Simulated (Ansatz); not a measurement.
CdSe, NiAs type at its r2SCAN geometry, in Ansatz 0.2.0. One HSE06 run serves as the base. The settings are then varied one at a time, some on purpose to values that make no sense. Doubtful ones may also carry a cap on iterations. All numbers are computed, and spin polarisation is off unless an edit sets a moment.

Base input:
```yaml
crystal:
  lattice:
    - [4.0193504367, 0.0, 0.0]
    - [-2.0096752184, 3.4808595849, 0.0]
    - [0.0, 0.0, 6.6587297966]
  atoms:
    - { symbol: Cd, position: [0.0, 0.0, 0.0] }
    - { symbol: Cd, position: [0.0, 0.0, 0.5] }
    - { symbol: Se, position: [0.3333333333, 0.6666666667, 0.25] }
    - { symbol: Se, position: [0.6666666667, 0.3333333333, 0.75] }
kpoints:
  mp_grid: { grid: [6, 6, 2] }
hamiltonian:
  xc: hse06
scf:
  occupations: { method: fermi_dirac, width: 0.02 }
  n_extra_bands: 5
output:
  forces: true
  stress: true
  eigenvalues: true
  write_density: true
  write_potential: true
  elf: true
  volumetric_format: npy
```

Base results:
```
Basis set: ecut = 420 eV, 1811 PW (Γ)
Symmetry: 24 space group operations
Space group: P63/mmc (ITA 194)
k-points: 14 of 72
Exchange kernel: α = 0.2500, screened, ω = 0.2079 Å⁻¹, Wigner–Seitz truncation, v(0) = 1033.1160 eV·Å³, q-mesh 6×6×2
hybrid SCF converged: 2 outer / 11 inner (+7 warm-up)
Free energy (F): -27459.548456 eV
Fermi energy:    10.253479 eV
--- Stress (GPa, compression-positive) ---
        0.031741       0.000000       0.000000
        0.000000       0.031741       0.000000
        0.000000       0.000000      -0.062551
  P = ⅓ Tr σ = 0.0003 GPa (0.003 kbar)
```
The gap over this mesh is 0.803 eV.

Command: `ansatz run input.yaml --threads 4 --pin off --max-ram 3686MiB --backend cpu --events-out ev --progress --plain --runs-dir out`. It took 40 s on 4 threads of Arm Neoverse N1, with other jobs on the host, load about 0.9 per core; peak host memory 1.7 GiB.

Problem. The input is altered as follows. How does the run end?
```yaml
scf:
  max_iter: 94
basis:
  ecutwfc: 80
```

Solution. 135 plane waves in place of 1811. The free energy moves by +493406 meV an atom, the mean stress by +244.4 GPa and the gap on the mesh by -2.690 eV (no gap is left). The basis is too small: these are errors of the cutoff.
```
Warning: basis.ecutwfc = 80 eV is below the records' recommended 420 eV, and the density's cutoff is lower with it unless basis.ecutrho_ratio is high enough to keep the records' density cutoff: compare with a run at a higher cutoff
Basis set: ecut = 80 eV, 135 PW (Γ)
hybrid SCF converged: 3 outer / 10 inner (+10 warm-up)
Free energy (F): -25485.925959 eV
Internal energy: -25485.923395 eV  (E = F + TS)
E sigma→0 (E₀):  -25485.924677 eV
Entropy (-TS):   -0.002564 eV (-0.641 meV/atom)
Fermi energy:    11.341783 eV
--- Stress (GPa, compression-positive) ---
      196.093052       0.000000       0.000000
        0.000000     196.093052       0.000000
        0.000000       0.000000     341.063179
  P = ⅓ Tr σ = 244.4164 GPa (2444.164 kbar)
```

Problem. What happens with this change?
```yaml
scf:
  mixing: { preconditioner: none }
```

Solution. It converges in 18 iterations, as the base does. The result is the base's, as it should be for a key that only affects how the solution is found.

Problem. These lines are set or replaced. What follows?
```yaml
hamiltonian:
  xc: { exchange: pbe, correlation: pbe, exx: { coeff: 1.0, omega: 0.5 } }
```

Solution. That is 100 % exact exchange, screened with ω = 0.5 1/Å, against HSE06's 25 % screened at 0.208 1/Å. The mean stress moves by -1.5 GPa and the gap on the mesh by +1.415 eV (to 2.218). Totals of different functionals aren't comparable.
Lines that differ from the base's log, and the results:
```
Exchange kernel: α = 1.0000, screened, ω = 0.5000 Å⁻¹, Wigner–Seitz truncation, v(0) = 180.9512 eV·Å³, q-mesh 6×6×2
hybrid SCF converged: 4 outer / 17 inner (+7 warm-up)
Free energy (F): -27491.275237 eV
Fermi energy:    10.265916 eV
--- Stress (GPa, compression-positive) ---
       -1.674771       0.000000       0.000000
        0.000000      -1.674771       0.000000
        0.000000       0.000000      -1.186878
  P = ⅓ Tr σ = -1.5121 GPa (-15.121 kbar)
```

Problem. These lines are set or replaced. What follows?
```yaml
hamiltonian:
  xc: { exchange: pbe, correlation: pbe, exx: { coeff: 0.1, omega: 0.3 } }
```

Solution. That is 10 % exact exchange, screened with ω = 0.3 1/Å, against HSE06's 25 % screened at 0.208 1/Å. The mean stress moves by +1.1 GPa and the gap on the mesh by -0.610 eV (to 0.193). Totals of different functionals aren't comparable.
```
Exchange kernel: α = 0.1000, screened, ω = 0.3000 Å⁻¹, Wigner–Seitz truncation, v(0) = 502.2529 eV·Å³, q-mesh 6×6×2
hybrid SCF converged: 2 outer / 9 inner (+7 warm-up)
Free energy (F): -27453.060388 eV
Internal energy: -27453.060243 eV  (E = F + TS)
E sigma→0 (E₀):  -27453.060316 eV
Entropy (-TS):   -0.000146 eV (-0.036 meV/atom)
Fermi energy:    10.311291 eV
--- Stress (GPa, compression-positive) ---
        1.163701       0.000000       0.000000
        0.000000       1.163701       0.000000
        0.000000       0.000000       0.967288
  P = ⅓ Tr σ = 1.0982 GPa (10.982 kbar)
--- Band table (eV; the first three rows and the last of 14) ---
  k-point 0: bands = […, 5.0375, 9.4570, 9.4943, 9.4943, 10.1602, 10.1602, 10.3874, 13.2867, 16.6115, 16.6115, …]
  k-point 1: bands = […, 6.5037, 6.5037, 9.8523, 9.8523, 9.8523, 9.8523, 12.9710, 12.9710, 16.8660, 16.8660, …]
  k-point 2: bands = […, 5.2957, 7.5692, 8.8851, 9.0349, 9.5734, 10.1944, 12.2791, 14.3830, 15.0921, 16.0916, …]
  k-point 13: bands = […, 5.7455, 5.7455, 6.6794, 6.6794, 9.8352, 9.8352, 13.5518, 13.5518, 14.3235, 14.3235, …]
```

Spin-orbit coupling is left out.

The program warns that its thresholds are loose for a hybrid's stress.

The meshes of the hybrids are coarse, so their gaps aren't converged to the digits shown.
